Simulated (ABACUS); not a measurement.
# AlRu (Pm-3m) in ABACUS: a series of runs

One crystal, AlRu, is run at these levels: PBE; tasks: equation of state.

Program: ABACUS 3.10.1. These are calculated values, not measurements. Logs are shortened: lines on timing, memory, paths and dates and some standing lists are left out, and cuts for length are marked.

## (1) Starting point

It takes space group Pm-3m (No. 221, cubic). The conventional cell has a = 2.992 Å, b = 2.992 Å, c = 2.992 Å, α = 90.00°, β = 90.00°, γ = 90.00°. Ru (site symmetry m-3m) is surrounded by 8 Al at 2.59 Å. Al (site symmetry m-3m) is surrounded by 8 Ru at 2.59 Å.

## (2) Equation of state, PBE, 12.58 Å³/atom (volume scaled by 0.94)

Contents of INPUT:

```
INPUT_PARAMETERS
suffix              AlRu
calculation         scf
basis_type          lcao
pseudo_dir          ./
orbital_dir         ./
symmetry            1
dft_functional      pbe
ecutwfc             100
pseudo_rcut         10
nspin               1
nbands              14
ks_solver           genelpa
smearing_method     fd
smearing_sigma      0.00367493
scf_thr             1e-07
scf_nmax            100
mixing_type         broyden
mixing_beta         0.7
cal_force           1
cal_stress          1
out_mul             1
```

Contents of STRU:

```
ATOMIC_SPECIES
Ru 101.0700 Ru.upf
Al 26.9815 Al.upf

NUMERICAL_ORBITAL
Ru_confined-atom_7au_3s2p2d1f.orb
Al_confined-atom_8au_2s2p1d.orb

LATTICE_CONSTANT
1.8897261246

LATTICE_VECTORS
2.9305298028 0.0000000000 0.0000000000
0.0000000000 2.9305298028 0.0000000000
0.0000000000 0.0000000000 2.9305298028

ATOMIC_POSITIONS
Direct

Ru
0.0
1
0.5000000000 0.5000000000 0.5000000000 1 1 1

Al
0.0
1
0.0000000000 0.0000000000 0.0000000000 1 1 1
```

Contents of KPT:

```
K_POINTS
0
Gamma
9 9 9 0 0 0
```

Potentials or basis: PseudoDojo NC SR 0.4.1 PBE standard, DZP LCAO (the cutoffs set its grid).

Command:

```
> OMP_NUM_THREADS=1 mpirun -np 4 abacus > log
```

running log:

```text
ABACUS v3.10.1

               Atomic-orbital Based Ab-initio Computation at UStc

 ------------------------------------------------------------------------------------

 READING GENERAL INFORMATION
                           global_out_dir = OUT.AlRu/
                           global_in_card = INPUT
                               pseudo_dir = ./
[... 8 lines left out ...]

 READING ATOM TYPE 1
                               atom label = Ru
                      L=0, number of zeta = 3
                      L=1, number of zeta = 2
                      L=2, number of zeta = 2
                      L=3, number of zeta = 1
             number of atom for this type = 1

 READING ATOM TYPE 2
                               atom label = Al
                      L=0, number of zeta = 2
                      L=1, number of zeta = 2
                      L=2, number of zeta = 1
             number of atom for this type = 1

                        TOTAL ATOM NUMBER = 2
DIRECT COORDINATES
    atom                   x                   y                   z     mag                  vx                  vy                  vz
taud_Ru1            0.5000000000        0.5000000000        0.5000000000  0.0000        0.0000000000        0.0000000000        0.0000000000
taud_Al1            0.0000000000        0.0000000000        0.0000000000  0.0000        0.0000000000        0.0000000000        0.0000000000

                          Volume (Bohr^3) = 169.838
                             Volume (A^3) = 25.1674

 Lattice vectors: (Cartesian coordinate: in unit of a_0)
             +2.93053                  +0                  +0
                   +0            +2.93053                  +0
                   +0                  +0            +2.93053
 Reciprocal vectors: (Cartesian coordinate: in unit of 2 pi/a_0)
            +0.341235                  -0                  +0
                   -0           +0.341235                  -0
                   +0                  -0           +0.341235
 The esolver type has been set to : ksdft_lcao

                PAO radial cut off (Bohr) = 10

 Read in pseudopotential file is Ru.upf
                     pseudopotential type = NC
          exchange-correlation functional = PBE
                 nonlocal core correction = 1
                        valence electrons = 16
                                     lmax = 2
                           number of zeta = 4
                     number of projectors = 6
                           L of projector = 0
[... 5 lines left out ...]
                PAO radial cut off (Bohr) = 10

 Read in pseudopotential file is Al.upf
                     pseudopotential type = NC
          exchange-correlation functional = PBE
                 nonlocal core correction = 1
                        valence electrons = 3
                                     lmax = 2
                           number of zeta = 2
                     number of projectors = 6
                           L of projector = 0
                           L of projector = 0
                           L of projector = 1
                           L of projector = 1
                           L of projector = 2
                           L of projector = 2
     initial pseudo atomic orbital number = 14

 SETUP THE ELECTRONS NUMBER
            electron number of element Ru = 16
      total electron number of element Ru = 16
            electron number of element Al = 3
      total electron number of element Al = 3
            AUTOSET number of electrons:  = 19
                           occupied bands = 10
                                   NLOCAL = 39
                                   NBANDS = 14
                                   NBANDS = 14
                                   NLOCAL = 39

%%%%%%%%%%%%%%%%%%%%%%%%%%%%%%%%%%%%%%%%%%%%%%%%%%%%%%%%%%%%%%%%%%%%%%%%%%%%%%%%%%%%%%%%%%%%%%%%%%%%%%%%%%
 Warning: the number of valence electrons in pseudopotential > 8 for Ru: [Kr] 4d7 5s1
 Pseudopotentials with additional electrons can yield (more) accurate outcomes, but may be less efficient.
 If you're confident that your chosen pseudopotential is appropriate, you can safely ignore this warning.
%%%%%%%%%%%%%%%%%%%%%%%%%%%%%%%%%%%%%%%%%%%%%%%%%%%%%%%%%%%%%%%%%%%%%%%%%%%%%%%%%%%%%%%%%%%%%%%%%%%%%%%%%%

 SETUP THE PLANE WAVE BASIS
 energy cutoff for charge/potential (unit:Ry) = 400
            fft grid for charge/potential = [ 36, 36, 36 ]
                        fft grid division = [ 3, 3, 3 ]
        big fft grid for charge/potential = [ 12, 12, 12 ]
                                     nbxx = 432
                                     nrxx = 11664

 SETUP PLANE WAVES FOR CHARGE/POTENTIAL
[... 64 lines left out ...]
                                    ibrav = 1
                       right hand lattice = 1
                        ROTATION MATRICES = 48
                               nkstot_ibz = 35
K-POINTS REDUCTION ACCORDING TO SYMMETRY
     IBZ    DIRECT_X    DIRECT_Y    DIRECT_Z  WEIGHT  ibz2bz
       1  0.00000000  0.00000000  0.00000000  0.0014       0
       2  0.11111111  0.00000000  0.00000000  0.0082       1
       3  0.22222222  0.00000000  0.00000000  0.0082       2
       4  0.33333333  0.00000000  0.00000000  0.0082       3
       5  0.44444444  0.00000000  0.00000000  0.0082       4
       6  0.11111111  0.11111111  0.00000000  0.0165      10
[... 22 lines left out ...]
      29  0.33333333  0.33333333  0.22222222  0.0329     192
      30  0.44444444  0.33333333  0.22222222  0.0658     193
[... 5 further k points ...]

                               nkstot now = 35
[... K-POINTS DIRECT COORDINATES: 35 rows ...]

           k-point number in this process = 35
       minimum distributed K point number = 35
[... stars of the k points ...]

[... K-POINTS CARTESIAN COORDINATES: 35 rows ...]

[... K-POINTS DIRECT COORDINATES: 35 rows ...]

 SETUP PLANE WAVES FOR WAVE FUNCTIONS
     energy cutoff for wavefunc (unit:Ry) = 100
              fft grid for wave functions = [ 36, 36, 36 ]
                    number of plane waves = 3743
                         number of sticks = 293

 PARALLEL PW FOR WAVE FUNCTIONS
     PROC   COLUMNS(POT)             PW
        1             73            935
        2             73            935
        3             74            938
        4             73            935
 --------------- sum -------------------
        4            293           3743

 SET NONLOCAL PSEUDOPOTENTIAL PROJECTORS
[... 6 lines left out ...]

 SETUP SEARCHING RADIUS FOR PROGRAM TO SEARCH ADJACENT ATOMS
                  longest orb rcut (Bohr) = 8
   longest nonlocal projector rcut (Bohr) = 1.78
                     search radius (Bohr) = 19.6
              searching radius is (Bohr)) = 19.6
         searching radius unit is (Bohr)) = 1.89
                         PeriodicBoundary = 1
                        Radius(unit:lat0) = 10.4
                                   glayer = [ 5, 5, 5 ]
                             glayer_minus = [ 4, 4, 4 ]

Find the coordinate range of the input atom(unit:lat0).
                                  min_tau = [ -11.7, -11.7, -11.7 ]
                                  max_tau = [ 13.2, 13.2, 13.2 ]
                                BoxNumber = [ 9, 9, 9 ]

 SETUP EXTENDED REAL SPACE GRID FOR GRID INTEGRATION
                          real space grid = [ 36, 36, 36 ]
                 big cell numbers in grid = [ 12, 12, 12 ]
             meshcell numbers in big cell = [ 3, 3, 3 ]
                        extended fft grid = [ 18, 18, 18 ]
                dimension of extened grid = [ 49, 49, 49 ]
                            UnitCellTotal = 125
              Atom number in sub-FFT-grid = 2
    Local orbitals number in sub-FFT-grid = 39
                                ParaV.nnr = 49240
                                 init_chg = atomic

 LCAO ALGORITHM --------------- ION=   1  ELEC=   1--------------------------------

 Density error is 0.0829632486733
----------------------------------------------------------
     Energy           Rydberg                 eV
----------------------------------------------------------
 E_KohnSham     -206.7907970678      -2813.5331340843
 E_Harris       -211.4425237125      -2876.8231219902
 E_Fermi        1.3444500298         18.2921810821
----------------------------------------------------------
[... 80 lines left out ...]
 Density error is 7.00056192833e-09
----------------------------------------------------------
     Energy           Rydberg                 eV
----------------------------------------------------------
 E_KohnSham     -206.8706696706      -2814.6198565954
 E_KS(sigma->0) -206.8701501737      -2814.6127884783
 E_Harris       -206.8706697985      -2814.6198583358
 E_band         -7.1384477836        -97.1235647326
 E_one_elec     -64.6467176536       -879.5637170859
 E_Hartree      44.0583759876        599.4449580575
 E_xc           -36.6090530230       -498.0917194967
 E_Ewald        -149.6722359879      -2036.3952418361
 E_entropy(-TS) -0.0010389937        -0.0141362343
 E_descf        0.0000000000         0.0000000000
 E_exx          0.0000000000         0.0000000000
 E_Fermi        1.2775045761         17.3813414557
----------------------------------------------------------

 charge density convergence is achieved
 final etot is -2814.6198566 eV
 EFERMI = 17.381341456 eV

 STATE ENERGY(eV) AND OCCUPATIONS    NSPIN == 1
 1/35 kpoint (Cartesian) = 0.0000 0.0000 0.0000 (721 pws)
       1       -54.4289     0.00274348
       2       -24.3660     0.00274348
       3       -24.3660     0.00274348
       4       -24.3660     0.00274348
       5        7.42112     0.00274348
       6        13.5552     0.00274348
       7        13.5552     0.00274348
       8        17.6391    1.57439e-05
       9        17.6391    1.57439e-05
      10        17.6391    1.57439e-05
      11        23.8546    1.63062e-59
      12        23.8546    1.63062e-59
      13        23.8546    1.63062e-59
      14        28.8283        0.00000
[... 66 lines left out ...]
       1       -54.4241      0.0329218
       2       -24.3958      0.0329218
       3       -24.3930      0.0329218
       4       -24.3607      0.0329218
       5        7.91314      0.0329218
       6        13.7245      0.0329218
       7        13.7512      0.0329218
       8        17.0022      0.0329051
       9        17.3021      0.0273246
      10        17.4481     0.00686044
      11        23.0251    3.13446e-51
      12        23.4614    5.09523e-55
      13        24.8236    7.49207e-67
      14        28.4141        0.00000

[... levels at 29 further k points ...]

 correction force for each atom along direction 1 is 8.91723e-14
 correction force for each atom along direction 2 is 6.39970e-14
 correction force for each atom along direction 3 is 9.61524e-14
------------------------------------------------------------------------------------------
 TOTAL-FORCE (eV/Angstrom)
------------------------------------------------------------------------------------------
                       Ru1         0.0000000000         0.0000000000         0.0000000000
                       Al1         0.0000000000         0.0000000000         0.0000000000
------------------------------------------------------------------------------------------

----------------------------------------------------------------
 TOTAL-STRESS (KBAR)
----------------------------------------------------------------
       187.8852503366        -0.0000000000         0.0000000000
        -0.0000000000       187.8852503366         0.0000000000
         0.0000000000         0.0000000000       187.8852503366
----------------------------------------------------------------
 TOTAL-PRESSURE: 187.885250 KBAR

 --------------------------------------------
 !FINAL_ETOT_IS -2814.6198565953864090 eV
 --------------------------------------------
```

Run time: 4.8 s. Hardware: 4 MPI ranks of AMD EPYC 7B13 (Zen 3), shared host; peak memory 0.48 GiB.

Results:

* Free energy: -2814.6199 eV
* Pressure: 18.8 GPa
* Band gap on the k mesh: none (metal or under the smearing width)
* Mulliken charges: Ru -0.22; Al +0.22 e

Caveat: the atomic orbitals were generated for these runs and aren't a published set; Mulliken charges move with the basis; the basis of atomic orbitals isn't converged, which shifts pressures, moduli and gaps.

## (3) Equation of state, PBE, 12.85 Å³/atom (volume scaled by 0.96)

INPUT is that of step 2.

Edit STRU of step 2 so:

```diff
@@ -12,5 +12,5 @@
 LATTICE_VECTORS
-2.9305298028 0.0000000000 0.0000000000
-0.0000000000 2.9305298028 0.0000000000
-0.0000000000 0.0000000000 2.9305298028
+2.9511680166 0.0000000000 0.0000000000
+0.0000000000 2.9511680166 0.0000000000
+0.0000000000 0.0000000000 2.9511680166
```

KPT is that of step 2.

Potentials or basis: PseudoDojo NC SR 0.4.1 PBE standard, DZP LCAO (the cutoffs set its grid).

Command:

```
> OMP_NUM_THREADS=1 mpirun -np 4 abacus > log
```

Run time: 4.8 s. Hardware: 4 MPI ranks of AMD EPYC 7B13 (Zen 3), shared host; peak memory 0.48 GiB.

The run converged. Its results:

```yaml
Free_energy: -2814.6731 eV
Pressure: 13.1 GPa
Band_gap_on_the_k_mesh: none (metal or under the smearing width)
Mulliken_charges: Ru -0.23; Al +0.23 e
```

Caveat: the atomic orbitals were generated for these runs and aren't a published set; Mulliken charges move with the basis; the basis of atomic orbitals isn't converged, which shifts pressures, moduli and gaps.

## (4) Equation of state, PBE, 13.12 Å³/atom (volume scaled by 0.98)

INPUT is that of step 3.

Edit STRU of step 3 so:

```diff
@@ -12,5 +12,5 @@
 LATTICE_VECTORS
-2.9511680166 0.0000000000 0.0000000000
-0.0000000000 2.9511680166 0.0000000000
-0.0000000000 0.0000000000 2.9511680166
+2.9715215427 0.0000000000 0.0000000000
+0.0000000000 2.9715215427 0.0000000000
+0.0000000000 0.0000000000 2.9715215427
```

KPT is that of step 3.

Command:

```
> OMP_NUM_THREADS=1 mpirun -np 4 abacus > log
```

Run time: 4.7 s. Hardware: 4 MPI ranks of AMD EPYC 7B13 (Zen 3), shared host; peak memory 0.48 GiB.

Results (log left out):

- Free energy: -2814.7083 eV
- Pressure: 8.0 GPa
- Band gap on the k mesh: none (metal or under the smearing width)
- Mulliken charges: Ru -0.24; Al +0.24 e

Caveat: the atomic orbitals were generated for these runs and aren't a published set; Mulliken charges move with the basis; the basis of atomic orbitals isn't converged, which shifts pressures, moduli and gaps.

## (5) Equation of state, PBE, 13.39 Å³/atom

INPUT is that of step 4.

Edit STRU of step 4 so:

```diff
@@ -12,5 +12,5 @@
 LATTICE_VECTORS
-2.9715215427 0.0000000000 0.0000000000
-0.0000000000 2.9715215427 0.0000000000
-0.0000000000 0.0000000000 2.9715215427
+2.9916000000 0.0000000000 0.0000000000
+0.0000000000 2.9916000000 0.0000000000
+0.0000000000 0.0000000000 2.9916000000
```

KPT is that of step 4.

Command:

```
> OMP_NUM_THREADS=1 mpirun -np 4 abacus > log
```

Wall time 4.5 s (4 MPI ranks of AMD EPYC 7B13 (Zen 3), shared host); peak memory 0.48 GiB.

It converged, with:

* Free energy: -2814.7274 eV
* Pressure: 3.5 GPa
* Band gap on the k mesh: none (metal or under the smearing width)
* Mulliken charges: Ru -0.25; Al +0.25 e

Caveat: the atomic orbitals were generated for these runs and aren't a published set; Mulliken charges move with the basis; the basis of atomic orbitals isn't converged, which shifts pressures, moduli and gaps.

## (6) Equation of state, PBE, 13.65 Å³/atom (volume scaled by 1.02)

INPUT is that of step 5.

Edit STRU of step 5 so:

```diff
@@ -12,5 +12,5 @@
 LATTICE_VECTORS
-2.9916000000 0.0000000000 0.0000000000
-0.0000000000 2.9916000000 0.0000000000
-0.0000000000 0.0000000000 2.9916000000
+3.0114124979 0.0000000000 0.0000000000
+0.0000000000 3.0114124979 0.0000000000
+0.0000000000 0.0000000000 3.0114124979
```

KPT is that of step 5.

Potentials or basis: PseudoDojo NC SR 0.4.1 PBE standard, DZP LCAO (the cutoffs set its grid).

Command:

```
> OMP_NUM_THREADS=1 mpirun -np 4 abacus > log
```

Run time: 5.2 s. Hardware: 4 MPI ranks of AMD EPYC 7B13 (Zen 3), shared host; peak memory 0.48 GiB.

The run converged. Its results:

| Quantity | Value |
| --- | --- |
| Free energy | -2814.7321 eV |
| Pressure | -0.6 GPa |
| Band gap on the k mesh | none (metal or under the smearing width) |
| Mulliken charges | Ru -0.26; Al +0.26 e |

Caveat: the atomic orbitals were generated for these runs and aren't a published set; Mulliken charges move with the basis; the basis of atomic orbitals isn't converged, which shifts pressures, moduli and gaps.

## (7) Equation of state, PBE, 13.92 Å³/atom (volume scaled by 1.04)

INPUT is that of step 6.

Edit STRU of step 6 so:

```diff
@@ -12,5 +12,5 @@
 LATTICE_VECTORS
-3.0114124979 0.0000000000 0.0000000000
-0.0000000000 3.0114124979 0.0000000000
-0.0000000000 0.0000000000 3.0114124979
+3.0309676725 0.0000000000 0.0000000000
+0.0000000000 3.0309676725 0.0000000000
+0.0000000000 0.0000000000 3.0309676725
```

KPT is that of step 6.

Command:

```
> OMP_NUM_THREADS=1 mpirun -np 4 abacus > log
```

Wall time 5 s (4 MPI ranks of AMD EPYC 7B13 (Zen 3), shared host); peak memory 0.48 GiB.

It converged, with:

| Property | Result |
| --- | --- |
| Free energy | -2814.7238 eV |
| Pressure | -4.3 GPa |
| Band gap on the k mesh | none (metal or under the smearing width) |
| Mulliken charges | Ru -0.27; Al +0.27 e |

Caveat: the atomic orbitals were generated for these runs and aren't a published set; Mulliken charges move with the basis; the basis of atomic orbitals isn't converged, which shifts pressures, moduli and gaps.

## (8) Equation of state, PBE, 14.19 Å³/atom (volume scaled by 1.06)

INPUT is that of step 7.

Edit STRU of step 7 so:

```diff
@@ -12,5 +12,5 @@
 LATTICE_VECTORS
-3.0309676725 0.0000000000 0.0000000000
-0.0000000000 3.0309676725 0.0000000000
-0.0000000000 0.0000000000 3.0309676725
+3.0502737196 0.0000000000 0.0000000000
+0.0000000000 3.0502737196 0.0000000000
+0.0000000000 0.0000000000 3.0502737196
```

KPT is that of step 7.

Command:

```
> OMP_NUM_THREADS=1 mpirun -np 4 abacus > log
```

Wall time 4.9 s (4 MPI ranks of AMD EPYC 7B13 (Zen 3), shared host); peak memory 0.48 GiB.

Results (log left out):

- Free energy: -2814.7036 eV
- Pressure: -7.6 GPa
- Band gap on the k mesh: none (metal or under the smearing width)
- Mulliken charges: Ru -0.28; Al +0.28 e

Caveat: the atomic orbitals were generated for these runs and aren't a published set; Mulliken charges move with the basis; the basis of atomic orbitals isn't converged, which shifts pressures, moduli and gaps.

## (9) Equation of state, PBE

Potentials or basis: PseudoDojo NC SR 0.4.1 PBE standard, DZP LCAO (the cutoffs set its grid).

This step only gathers the single runs of the series.

What came out:

- Equilibrium volume: 13.61 Å³/atom
- Bulk modulus: 202 GPa
- Pressure derivative of the bulk modulus: 4.3

Energy against volume, from the lowest point:
| volume (Å³/atom) | energy (meV/atom) |
| --- | --- |
| 12.584 | 56.14 |
| 12.851 | 29.52 |
| 13.119 | 11.93 |
| 13.387 | 2.36 |
| 13.655 | 0.00 |
| 13.922 | 4.15 |
| 14.190 | 14.25 |

Caveat: the atomic orbitals were generated for these runs and aren't a published set; the basis of atomic orbitals isn't converged, which shifts pressures, moduli and gaps.
